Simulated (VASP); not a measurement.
# TePb (Fm-3m) in VASP: further runs

Runs on TePb. Level: LDA. Tasks: single point, relaxation of cell and atoms.

Everything below comes from runs of VASP 6.6.1. Logs are shortened: lines on timing, memory, paths and dates and some standing lists are left out, and cuts for length are marked.

**The experiment to reproduce.**

From a printed reference work, monograph, for a bulk crystal of TePb at 4.2 K: band gap 0.19 eV (direct).

How close the calculation comes is told below.

## Step 1: The cell of the first run

Symmetry: Fm-3m, No. 225, cubic system. The conventional cell has a = 6.380 Å, b = 6.380 Å, c = 6.380 Å, α = 90.00°, β = 90.00°, γ = 90.00°. Within 4.2 Å of Te (site symmetry m-3m) lie 6 Pb at 3.19 Å. Pb (site symmetry m-3m) has 6 Te at 3.19 Å within 4.2 Å.

## Step 2: Single point, LDA

File INCAR:

```
SYSTEM = TePb
ALGO = Normal ; EDIFF = 1E-6
ENCUT = 520 ; GGA = CA
ISIF = 2 ; ISMEAR = 0
LASPH = .True. ; LCHARG = .False.
LREAL = .False. ; LWAVE = .False.
NBANDS = 17 ; NELM = 60
PREC = Accurate ; SIGMA = 0.01
```

File KPOINTS:

```
k-points
0
Gamma
  10 10 10
  0 0 0
```

File POSCAR:

```
TePb
1.0
    0.0000000000      3.1900229085      3.1900229085
    3.1900229085      0.0000000000      3.1900229085
    3.1900229085      3.1900229085      0.0000000000
Te Pb
1 1
Direct
    0.5000000000      0.5000000000      0.5000000000
    0.0000000000      0.0000000000      0.0000000000
```

Potentials or basis: VASP PAW LDA potentials, release 64 (Te, Pb_d).

Command:

```bash
$ cat potpaw_LDA.64/Te/POTCAR potpaw_LDA.64/Pb_d/POTCAR > POTCAR
$ mpirun -np 1 vasp_std > vasp.out
```

OUTCAR:

```text
SYSTEM = TePb
   EDIFF = 1E-6
   ENCUT = 520
   GGA = CA
   ISIF = 2
   ISMEAR = 0
   LASPH = .True.
   LREAL = .False.
   NELM = 60
   PREC = Accurate

 ion  position               nearest neighbor table
   1  0.500  0.500  0.500-   2 3.19   2 3.19   2 3.19   2 3.19   2 3.19   2 3.19
   2  0.000  0.000  0.000-   1 3.19   1 3.19   1 3.19   1 3.19   1 3.19   1 3.19

  LATTYP: Found a face centered cubic cell.
 ALAT       =     6.3800458170

  Lattice vectors:

 A1 = (   0.0000000000,   3.1900229085,   3.1900229085)
 A2 = (   3.1900229085,   0.0000000000,   3.1900229085)
 A3 = (   3.1900229085,   3.1900229085,   0.0000000000)

Analysis of symmetry for initial positions (statically):
=====================================================================
 Subroutine PRICEL returns:
 Original cell was already a primitive cell.

 Routine SETGRP: Setting up the symmetry group for a
 face centered cubic supercell.

 Subroutine GETGRP returns: Found 48 space group operations
 (whereof 48 operations were pure point group operations)
 out of a pool of 48 trial point group operations.

The static configuration has the point symmetry O_h .

Analysis of symmetry for dynamics (positions and initial velocities):
=====================================================================
 Subroutine PRICEL returns:
 Original cell was already a primitive cell.

 Routine SETGRP: Setting up the symmetry group for a
 face centered cubic supercell.

 Subroutine GETGRP returns: Found 48 space group operations
 (whereof 48 operations were pure point group operations)
 out of a pool of 48 trial point group operations.

The dynamic configuration has the point symmetry O_h .

 Subroutine INISYM returns: Found 48 space group operations
 (whereof 48 operations are pure point group operations),
 and found     1 'primitive' translations

----------------------------------------------------------------------------------------

                                     Primitive cell

  volume of cell :      64.9249

  direct lattice vectors                    reciprocal lattice vectors
     0.000000000  3.190022909  3.190022909    -0.156738686  0.156738686  0.156738686
     3.190022909  0.000000000  3.190022909     0.156738686 -0.156738686  0.156738686
     3.190022909  3.190022909  0.000000000     0.156738686  0.156738686 -0.156738686

  length of vectors
     4.511373661  4.511373661  4.511373661     0.271479368  0.271479368  0.271479368

  position of ions in fractional coordinates (direct lattice)
     0.500000000  0.500000000  0.500000000
     0.000000000  0.000000000  0.000000000

  ion indices of the primitive-cell ions
   primitive index   ion index
                 1           1
                 2           2

----------------------------------------------------------------------------------------

 KPOINTS: k-points

Automatic generation of k-mesh.
 Grid dimensions read from file:
 generate k-points for:   10   10   10

 Generating k-lattice:

  Cartesian coordinates                     Fractional coordinates (reciprocal lattice)
    -0.015673869  0.015673869  0.015673869     0.100000000  0.000000000  0.000000000
     0.015673869 -0.015673869  0.015673869     0.000000000  0.100000000  0.000000000
     0.015673869  0.015673869 -0.015673869     0.000000000  0.000000000  0.100000000

  Length of vectors
     0.027147937  0.027147937  0.027147937

  Shift w.r.t. Gamma in fractional coordinates (k-lattice)
     0.000000000  0.000000000  0.000000000

 Subroutine IBZKPT returns following result:
 ===========================================

 Found     47 irreducible k-points:

 Following reciprocal coordinates:
            Coordinates               Weight
  0.000000  0.000000  0.000000      1.000000
  0.100000  0.000000  0.000000      8.000000
  0.200000  0.000000  0.000000      8.000000
  0.300000  0.000000  0.000000      8.000000
  0.400000  0.000000  0.000000      8.000000
  0.500000  0.000000  0.000000      4.000000
[... 16 lines left out ...]
  0.300000  0.300000  0.000000      6.000000
  0.400000  0.300000  0.000000     24.000000
 [... further k-points ...]
   k-points           NKPTS =     47   k-points in BZ     NKDIM =     47   number of bands    NBANDS=     17
   number of dos      NEDOS =    301   number of ions     NIONS =      2
   total plane-waves  NPLWV =  46656
   dimension x,y,z NGX =    36 NGY =   36 NGZ =   36
   dimension x,y,z NGXF=    72 NGYF=   72 NGZF=   72
   ions per type =               1   1
   NGX,Y,Z   is equivalent  to a cutoff of  13.27, 13.27, 13.27 a.u.
   NGXF,Y,Z  is equivalent  to a cutoff of  26.53, 26.53, 26.53 a.u.
 SYSTEM =  TePb
   PREC   = accura    normal or accurate (medium, high low for compatibility)
   ISTART =      0    job   : 0-new  1-cont  2-samecut
   ICHARG =      2    charge: 1-file 2-atom 10-const
   ISPIN  =      1    spin polarized calculation?
   LNONCOLLINEAR =      F non collinear calculations
   LSORBIT =      F    spin-orbit coupling
   LASPH  =      T    aspherical Exc in radial PAW
   ENCUT  =  520.0 eV  38.22 Ry    6.18 a.u.   8.39  8.39  8.39*2*pi/ulx,y,z
   NELM   =     60;   NELMIN=  2; NELMDL= -5     # of ELM steps
   EDIFF  = 0.1E-05   stopping-criterion for ELM
   LREAL  =      F    real-space projection
   EDIFFG = 0.1E-04   stopping-criterion for IOM
   NSW    =      0    number of steps for IOM
   IBRION =     -1    ionic relax: 0-MD 1-quasi-New 2-CG
   NFREE  =      0    steps in history (QN), initial steepest desc. (CG)
   ISIF   =      2    stress and relaxation
   ISYM   =      2    0-nonsym 1-usesym 2-fastsym
   POTIM  = 0.5000    time-step for ionic-motion
   TEBEG  =    0.0;   TEEND  =   0.0 temperature during run
   PSTRESS=    0.0 pullay stress
   NELECT =      20.0000    total number of electrons
   NUPDOWN=      -1.0000    fix difference up-down
   EMIN   =  10.00;   EMAX   =-10.00  energy-range for DOS
   EFERMI =   0.00;   METHOD = LEGACY
   ISMEAR =     0;   SIGMA  =   0.01  broadening in eV -4-tet -1-fermi 0-gaus
   EFERMI_NEDOS =   21; number of points for ismear=-14 and -15
   IALGO  =     38    algorithm
   IMIX   =      4    mixing-type and parameters
     AMIX     =   0.40;   BMIX     =  1.00
     AMIX_MAG =   1.60;   BMIX_MAG =  1.00
  volume/ion in A,a.u.               =      32.46       219.07
  Fermi-wavevector in a.u.,A,eV,Ry     =   1.105642  2.089360 16.632351  1.222443
  Thomas-Fermi vector in A             =   2.242131
   LORBIT       =      0    0 simple, 1 ext, 2 COOP (PROOUT), +10 PAW based schemes
   GGA     = CA    functional components
   LHFCALC =     F    Hartree Fock is set to
   AEXX    =    0.0000 exact exchange contribution
   IVDW    =     0    specifies the selected vdW correction
   LEPSILON=     F    determine dielectric tensor
   LRPA    =     F    only Hartree local field effects (RPA)
 non-spin polarized calculation
 Gauss-broadening in eV      SIGMA  =   0.01
  energy-cutoff  :      520.00
  volume of cell :       64.92
 maximum number of plane-waves:      1807
 NGX is ok and might be reduce to    36
   NGX = 17   NGY = 17   NGZ = 17

 number of electron      19.9999999 magnetization

 Free energy of the ion-electron system (eV)
  ---------------------------------------------------
  ext. energy  EPLUGINS =         0.00000000
  ---------------------------------------------------
  free energy    TOTEN  =        -8.77501859 eV

  energy without entropy =       -8.77501859  energy(sigma->0) =       -8.77501859

 E-fermi :   6.0381     XC(G=0):  -9.7432

 val. band max:        5.9320430937   @ k =   0.5000   0.0000   0.0000
 cond. band min:       6.4859628022   @ k =   0.5000   0.0000   0.0000
 fundamental gap:      0.5539197085
 Fermi energy:         6.0381237986

 k-point     1 :       0.0000    0.0000    0.0000
  band No.  band energies     occupation
      1     -10.8151      2.00000
      2     -10.8151      2.00000
      3     -10.7982      2.00000
      4     -10.7982      2.00000
      5     -10.7982      2.00000
      6      -6.4570      2.00000
[... 9 lines left out ...]
     16      11.6168      0.00000
     17      13.0541      0.00000

 k-point     2 :       0.1000    0.0000    0.0000
  band No.  band energies     occupation
      1     -10.8165      2.00000
      2     -10.8165      2.00000
      3     -10.7979      2.00000
      4     -10.7966      2.00000
      5     -10.7966      2.00000
      6      -6.3663      2.00000
[... 9 lines left out ...]
     16      11.8138      0.00000
     17      13.8574      0.00000

 k-point     3 :       0.2000    0.0000    0.0000
  band No.  band energies     occupation
      1     -10.8207      2.00000
      2     -10.8207      2.00000
      3     -10.7972      2.00000
      4     -10.7918      2.00000
      5     -10.7918      2.00000
      6      -6.1002      2.00000
[... 9 lines left out ...]
     16      12.3499      0.00000
     17      15.4043      0.00000

 k-point     4 :       0.3000    0.0000    0.0000
  band No.  band energies     occupation
      1     -10.8264      2.00000
      2     -10.8264      2.00000
      3     -10.7965      2.00000
      4     -10.7853      2.00000
      5     -10.7853      2.00000
      6      -5.6832      2.00000
[... 9 lines left out ...]
     16      13.1849      0.00000
     17      16.9389      0.00000
[... 343 lines left out ...]
      1     -10.8286      2.00000
      2     -10.8286      2.00000
      3     -10.7945      2.00000
      4     -10.7869      2.00000
      5     -10.7837      2.00000
      6      -5.5459      2.00000
[... 9 lines left out ...]
     16      14.6322      0.00000
     17      15.0856      0.00000

 k-point    23 :       0.3000    0.3000    0.0000
  band No.  band energies     occupation
      1     -10.8602      2.00000
      2     -10.8063      2.00000
      3     -10.8061      2.00000
      4     -10.7783      2.00000
      5     -10.7783      2.00000
      6      -5.4450      2.00000
[... 9 lines left out ...]
     16      14.8582      0.00000
     17      15.2016      0.00000

 k-point    24 :       0.4000    0.3000    0.0000
  band No.  band energies     occupation
      1     -10.8700      2.00000
      2     -10.8070      2.00000
      3     -10.8060      2.00000
      4     -10.7749      2.00000
      5     -10.7737      2.00000
      6      -5.1080      2.00000
[... 9 lines left out ...]
     16      15.6015      0.00000
     17      16.0891      0.00000

 [... further k-points ...]

------------------------ aborting loop because EDIFF is reached ----------------------------------------

  FORCE on cell =-STRESS in cart. coord.  units (eV):
  Direction    XX          YY          ZZ          XY          YZ          ZX
  --------------------------------------------------------------------------------------
  -------------------------------------------------------------------------------------
  Total        0.0281728      0.0281728      0.0281728     -0.0000000      0.0000000      0.0000000
  in kB        0.6952301      0.6952301      0.6952301     -0.0000000      0.0000000      0.0000000
  external PRESSURE =       0.6952301 kB  Pullay stress =       0.0000000 kB

 VOLUME and BASIS-vectors are now :
 -----------------------------------------------------------------------------
  energy-cutoff  :      520.00
  volume of cell :       64.92
      direct lattice vectors                 reciprocal lattice vectors
     0.000000000  3.190022909  3.190022909    -0.156738686  0.156738686  0.156738686
     3.190022909  0.000000000  3.190022909     0.156738686 -0.156738686  0.156738686
     3.190022909  3.190022909  0.000000000     0.156738686  0.156738686 -0.156738686

 POSITION                                       TOTAL-FORCE (eV/Angst)
 -----------------------------------------------------------------------------------
      3.19002      3.19002      3.19002         0.000000      0.000000     -0.000000
      0.00000      0.00000      0.00000        -0.000000      0.000000      0.000000
 -----------------------------------------------------------------------------------
    total drift:                               -0.000000      0.000000      0.000000

  FREE ENERGIE OF THE ION-ELECTRON SYSTEM (eV)
  ---------------------------------------------------
  free  energy   TOTEN  =        -8.7750185883 eV

  energy  without entropy=       -8.7750185883  energy(sigma->0) =       -8.77501859
```

Wall time 26 s (1 thread of Intel Xeon Platinum 8488C (Sapphire Rapids), shared host); peak memory 0.2 GiB.

Results:

- Free energy: -8.7750 eV
- Pressure: 0.1 GPa
- Band gap on the k mesh: 0.55 eV

Caveat: spin-orbit coupling is left out, which moves the levels of the heavy elements.

## Step 3: Relaxation of cell and atoms, LDA

This run uses another cell than the first one, of 33.73 Å³/atom.

File INCAR:

```
ALGO = Normal ; EDIFF = 1E-6
EDIFFG = -0.001 ; ENCUT = 600
IBRION = 2 ; ISIF = 3
ISMEAR = 0 ; LASPH = T
LCHARG = F ; LREAL = F
LWAVE = F ; NELM = 80
NSW = 80 ; PREC = Accurate
SIGMA = 0.01
```

File KPOINTS:

```
k-points
0
Gamma
  10 10 10
```

File POSCAR:

```
TePb
1.0
    0.0000000000      3.2310000000      3.2310000000
    3.2310000000      0.0000000000      3.2310000000
    3.2310000000      3.2310000000      0.0000000000
Te Pb
1 1
Direct
    0.5000000000      0.5000000000      0.5000000000
    0.0000000000      0.0000000000      0.0000000000
```

Potentials or basis: VASP PAW LDA potentials, release 64 (Te, Pb_d).

Command:

```bash
$ cat potpaw_LDA.64/Te/POTCAR potpaw_LDA.64/Pb_d/POTCAR > POTCAR
$ mpirun -np 1 vasp_std > vasp.out
```

Wall time 3.1 min (1 thread of Intel Xeon Platinum 8488C (Sapphire Rapids), shared host); peak memory 0.23 GiB.

The run converged. Its results:

| Quantity | Value |
| --- | --- |
| Free energy | -8.7753 eV |
| Relaxed volume | 32.54 Å³/atom |
| Relaxed cell | a = 4.515 Å, b = 4.515 Å, c = 4.515 Å, α = 60.00°, β = 60.00°, γ = 60.00° |
| Space group after relaxing (to 0.1 Å) | Fm-3m (No. 225) |
| Energy gained by relaxing | 6.2 meV/atom |
| Ionic steps | 14 |
| Pressure after relaxing | 0.0 GPa |
| Band gap on the k mesh | 0.56 eV |

The path:
```csv
step,energy change (eV),largest force (eV/Å),pressure (GPa),volume (Å³)
1,0.0000,0.0000,-1.63,67.46
2,-0.0105,0.0000,0.71,64.17
3,-0.0125,0.0000,-0.01,65.08
4,-0.0125,0.0000,0.01,65.03
5,-0.0125,0.0000,0.03,65.05
6,-0.0125,0.0000,0.01,65.10
7,-0.0125,0.0000,-0.02,65.12
8,-0.0125,0.0000,-0.03,65.10
9,-0.0125,0.0000,-0.04,65.10
10,-0.0125,0.0000,-0.02,65.09
11,-0.0125,0.0000,-0.03,65.09
12,-0.0125,0.0000,-0.01,65.08
13,-0.0125,0.0000,-0.02,65.08
14,-0.0125,0.0000,0.00,65.07
```

Final structure:
```yaml
crystal:
  lattice:
    - [0.00000, 3.19241, 3.19241]
    - [3.19241, 0.00000, 3.19241]
    - [3.19241, 3.19241, 0.00000]
  atoms:
    - { symbol: Te, position: [0.50000, 0.50000, 0.50000] }
    - { symbol: Pb, position: [0.00000, 0.00000, 0.00000] }
```

Levels at points of the mesh, in eV from the valence-band top:
| k point | band 7 | band 8 | band 9 | band 10 | band 11 | band 12 | band 13 | band 14 |
| --- | --- | --- | --- | --- | --- | --- | --- | --- |
| (0.00, 0.00, 0.00) | -5.59 | -1.49 | -1.49 | -1.49 | 4.02 | 4.02 | 4.02 | 5.69 |
| (0.50, 0.00, 0.00) | -8.84 | -0.99 | -0.99 | 0.00 | 0.56 | 1.11 | 1.11 | 8.33 |
| (0.50, 0.50, 0.00) | -7.42 | -4.81 | -3.03 | -3.03 | 3.09 | 5.51 | 5.51 | 6.81 |

Caveat: spin-orbit coupling is left out, which moves the levels of the heavy elements. A k mesh can miss the band edges.

## Step 4: Comparison with measurements

Step 2. Against the measured gap of TePb, 0.19 eV (direct; 4.2 K; a printed reference work, monograph), the calculated 0.55 eV is off by +0.36 eV. Spin-orbit coupling on Pb, Te is left out. The value is that of LDA on a finite k mesh, which can miss the band edges, without temperature or zero-point motion.
